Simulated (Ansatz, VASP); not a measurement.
**Al: VASP beside Ansatz**

```
CELL_PARAMETERS angstrom
0.00000 1.99644 1.99644
1.99644 0.00000 1.99644
1.99644 1.99644 0.00000
ATOMIC_POSITIONS crystal
Al 0.00000 0.00000 0.00000
```

Alike in both runs: functional PBE; k mesh 18 × 18 × 18; occupations gaussian, width 0.1 eV; no spin polarisation.

Ansatz relaxed the structure, and its values are those at the end. VASP's run is a single point on that final structure, the one shown.

```csv
,VASP,Ansatz
version,VASP 6.6.1,Ansatz 0.2.0
potentials or method,"VASP PAW PBE potentials, release 64 (Al)","scalar-relativistic, plane waves, PAW"
plane-wave cutoff (eV),520,420
valence electrons in the cell,3,3
```

```csv
,VASP,Ansatz,Ansatz less VASP
gap on the k mesh at the Fermi level (eV),none,none,-
pressure (GPa),3.0,3.0,+0.04
```

A gap of «none» marks a metal or a gap that the smearing closes.
